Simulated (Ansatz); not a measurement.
Relaxed bulk ZrSi$_{2}$:

```
CELL_PARAMETERS angstrom
1.83713 -7.28295 0.00000
1.83713 7.28295 0.00000
0.00000 0.00000 3.65677
ATOMIC_POSITIONS crystal
Zr 0.89528 0.10472 0.75000
Zr 0.10472 0.89528 0.25000
Si 0.55396 0.44604 0.75000
Si 0.44604 0.55396 0.25000
Si 0.25023 0.74977 0.75000
Si 0.74977 0.25023 0.25000
```

Miller indices refer to the conventional cell of Cmcm (No. 63), a = 3.674 Å, b = 14.566 Å, c = 3.657 Å, α = 90.00°, β = 90.00°, γ = 90.00°.

The (010) slab of 10 planes, 12.5 Å thick with 15 Å of vacuum as cut; outer planes Zr (top) and Si (bottom).

These are results of Ansatz 0.2.0, DFT PBEsol, scalar-relativistic, plane waves, PAW, not measurements. Settings: cutoff 420 eV, Γ-centred mesh 10×10×1 on the computed 12-atom cell, Gaussian smearing of 0.10 eV; no spin polarisation. A dipole correction removes the field between periodic images along c.

Results for the relaxed slab:

For the relaxed slab, the surface energy (mean of both faces) is 2.23 J/m², the work function is 3.43 eV (top), 5.30 eV (bottom) and the dipole of the slab along +c, per cell is 0.14 e·Å.

Relaxation lowers the energy by 0.129 J/m² a face; the largest move is 0.163 Å.

```tsv
plane (bottom to top)	atoms	spacing to next, bulk (Å)	relaxed (Å)	change (%)	rumpling (Å)
1	Si2	2.116	2.204	+4.1	0.015
2	Zr	0.739	0.611	-17.3	0.000
3	Si	1.572	1.631	+3.8	0.000
4	Si	0.739	0.740	+0.2	0.000
5	Zr	2.116	2.132	+0.7	0.000
6	Si2	2.116	2.104	-0.6	0.009
7	Zr	0.739	0.822	+11.2	0.000
8	Si	1.572	1.659	+5.5	0.000
9	Si	0.739	0.433	-41.4	0.000
10	Zr				0.000
```